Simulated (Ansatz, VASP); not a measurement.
# Zn in VASP and in Ansatz

```
Zn
1.0
    -1.48477    1.48477    1.48477
     1.48477   -1.48477    1.48477
     1.48477    1.48477   -1.48477
Zn
1
Direct
  0.00000 0.00000 0.00000
```

Change from the starting cell: volume scaled by 0.85, norm-conserving files.

Alike in both runs: task single point; functional PBE; k mesh 19 × 19 × 19; occupations fermi-dirac, width 0.1 eV; no spin polarisation.

```csv
,VASP,Ansatz
version,VASP 6.6.1,Ansatz 0.2.0
potentials or method,"VASP PAW PBE potentials, release 64 (Zn)","norm-conserving pseudopotentials, scalar-relativistic"
plane-wave cutoff (eV),520,1143
valence electrons in the cell,12,20
```

VASP gave:

| Property | Result |
| --- | --- |
| pressure (GPa) | 16.7 |

What did Ansatz give for the same quantities?

Pressure (GPa): 16.1.

The functional is the same, so the differences come from potentials, cutoffs and numerics. The two sets of potentials don't hold the same shells in valence.

Caveats: so large a pressure means that the cell lies far from this level's equilibrium, or that cutoff or potentials fall short (VASP).
